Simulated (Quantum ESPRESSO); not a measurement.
A calculation with Quantum ESPRESSO 7.5 of Si2Mo (ASE script, Cartesian positions):

File run.py:

```python
import numpy as np
from ase.calculators.espresso import Espresso, EspressoProfile
from ase.io import read

atoms = read('Si2Mo.xyz')

input_data = {
    'control': {'calculation': 'scf', 'prefix': 'pwscf', 'outdir': './tmp', 'tprnfor': True, 'tstress': True, 'disk_io': 'nowf'},
    'system': {'ecutwfc': 45.0, 'ecutrho': 360.0, 'nbnd': 18, 'occupations': 'smearing', 'smearing': 'fd', 'degauss': 0.00367493},
    'electrons': {'conv_thr': 6e-10, 'electron_maxstep': 120, 'mixing_beta': 0.5},
}
pseudopotentials = {'Si': 'si_pbesol_v1.uspp.F.UPF', 'Mo': 'mo_pbesol_v1.uspp.F.UPF'}
profile = EspressoProfile(command='mpirun -n 2 pw.x -nk 2', pseudo_dir='pseudo')
dft = Espresso(profile=profile, input_data=input_data, pseudopotentials=pseudopotentials, kpts=(12, 12, 12), koffset=(0, 0, 0))
atoms.calc = dft

print(f'energy {atoms.get_potential_energy():.8f} eV')
print('forces (eV/A)')
print(np.round(atoms.get_forces(), 6))
print('stress (eV/A^3, Voigt)')
print(np.round(atoms.get_stress(), 8))
print(f'Fermi level {dft.get_fermi_level():.4f} eV')
```

File Si2Mo.xyz:

```xyz
3
Lattice="-1.6000000000 1.6000000000 3.9305000000 1.6000000000 -1.6000000000 3.9305000000 1.6000000000 1.6000000000 -3.9305000000" Properties=species:S:1:pos:R:3 pbc="T T T"
Mo     0.0000000000      0.0000000000      0.0000000000
Si     0.0000000000      0.0000000000      5.2432870000
Si     0.0000000000      0.0000000000      2.6177130000
```

Potentials or basis: GBRV 1.5 PBEsol.

Command:

```sh
$ OMP_NUM_THREADS=1 python run.py
```

Write the same calculation in another form: native input, structure typed inline.

As run:

pw.in

```
&CONTROL
  calculation = 'scf'
  prefix = 'pwscf'
  outdir = './tmp'
  pseudo_dir = './pseudo'
  tprnfor = .true.
  tstress = .true.
  disk_io = 'low'
/
&SYSTEM
  ibrav = 0
  celldm(1) = 8
  nat = 3
  ntyp = 2
  ecutwfc = 45
  ecutrho = 360
  nbnd = 18
  occupations = 'smearing'
  smearing = 'fd'
  degauss = 0.00367493
/
&ELECTRONS
  conv_thr = 6d-10
  electron_maxstep = 120
  mixing_beta = 0.5
/
ATOMIC_SPECIES
Mo    95.9500 mo_pbesol_v1.uspp.F.UPF
Si    28.0850 si_pbesol_v1.uspp.F.UPF
CELL_PARAMETERS alat
 -0.3779452249252   0.3779452249252   0.9284460666052
  0.3779452249252  -0.3779452249252   0.9284460666052
  0.3779452249252   0.3779452249252  -0.9284460666052
ATOMIC_POSITIONS crystal
Mo     0.0000000000    0.0000000000    0.0000000000
Si     0.6670000000    0.6670000000    0.0000000000
Si     0.3330000000    0.3330000000    0.0000000000
K_POINTS automatic
12 12 12 0 0 0
```

Contents of pp_density.in:

```
&INPUTPP
  prefix = 'pwscf'
  outdir = './tmp'
  filplot = 'density.dat'
  plot_num = 0
/
&PLOT
  nfile = 1
  filepp(1) = 'density.dat'
  iflag = 3
  output_format = 6
  fileout = 'density.cube'
/
```

Contents of pp_potential.in:

```
&INPUTPP
  prefix = 'pwscf'
  outdir = './tmp'
  filplot = 'potential.dat'
  plot_num = 11
/
&PLOT
  nfile = 1
  filepp(1) = 'potential.dat'
  iflag = 3
  output_format = 6
  fileout = 'potential.cube'
/
```

Potentials or basis: GBRV 1.5 PBEsol.

Launch:

```sh
$ OMP_NUM_THREADS=1 mpirun -n 2 pw.x -nk 2 -in pw.in > pw.out
$ OMP_NUM_THREADS=1 mpirun -n 1 pp.x -in pp_density.in > pp_density.out
$ OMP_NUM_THREADS=1 mpirun -n 1 pp.x -in pp_potential.in > pp_potential.out
```

Both were run:

|  | ASE script, Cartesian positions | native input, structure typed inline |
| --- | --- | --- |
| Pressure | -3.1 GPa | -3.1 GPa |
| Largest force | 0.327 eV/Å | 0.327 eV/Å |
| Band gap on the k mesh | none (metal or under the smearing width) | none (metal or under the smearing width) |

Keys that steer only the numerical path or the files written may differ.
